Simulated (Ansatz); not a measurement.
# A N vacancy in zincblende BN, 63 atoms, charge −1

All numbers come from Ansatz (PAW, plane waves, no spin–orbit coupling) at the single k point (¼, ¼, ¼) without its symmetry partners. The atoms were relaxed with PBEsol in a fixed cell; other functionals are single points on those atoms unless said otherwise. The valence top and gap of the host come from its small cell on a dense mesh, with the band extrema sought between the mesh points, lined up by the mean potential, PBEsol gap 4.30 eV, HSE06 gap 5.80 eV. The charge correction uses an assumed dielectric constant of 7.1.

Cell: a = 7.212 Å, b = 7.212 Å, c = 7.212 Å, α = 90.00°, β = 90.00°, γ = 90.00°.

Nearest atoms after relaxation, from the placed atom (for vacancies from the middle of the vacant sites): B at 0.95 Å, B at 1.56 Å, B at 1.56 Å, B at 1.60 Å, N at 2.49 Å, N at 2.49 Å, N at 2.50 Å, N at 2.52 Å.

Chemical potentials μ are those of reference phases of the elements at zero temperature by the same functional (the usual solids, diamond for C, grey Sn, and the molecules H2, N2, O2, F2, Cl2, Br2 and S8).

```
functional  E(defect) − E(host) − Σ nμ + q·E_VBM (eV)  monopole (eV)  alignment (eV)  formation energy at E_F = VBM (eV)  moment (μB)            wall time, shared host
    PBEsol                                      11.76           0.40            0.19                               12.35          2.0  59 s on NVIDIA H100 (relaxation)
     HSE06                                      12.96           0.40            0.19                               13.55          2.0               47 s on NVIDIA H100
```

**Question.** How does the monopole term follow by hand for this cubic cell?

**Answer.** q²·α·e²/(4πε₀)/(2εL) with the Madelung constant α = 2.837 and e²/4πε₀ = 14.40 eV·Å: 1 × 2.837 × 14.40 / (2 × 7.1 × 7.212) = 0.40 eV.

HSE06 one-electron levels near the gap (the ten most localised at most), from the host's valence top, not corrected for the charge's images:

| level (eV) | spin | filling | atoms sharing it | element of the atom with most weight |
| --- | --- | --- | --- | --- |
| 2.73 | up | 1.00 | 7.6 | B |
| 2.77 | up | 1.00 | 8.8 | B |
| 5.00 | down | 0.00 | 8.2 | B |
| 5.04 | down | 0.00 | 8.2 | B |

All elements are taken at their own reference at once; growth conditions in equilibrium with the host shift these energies, by up to the host's formation enthalpy.

One k point and a cell of this size can leave errors of several tenths of an eV in such numbers.
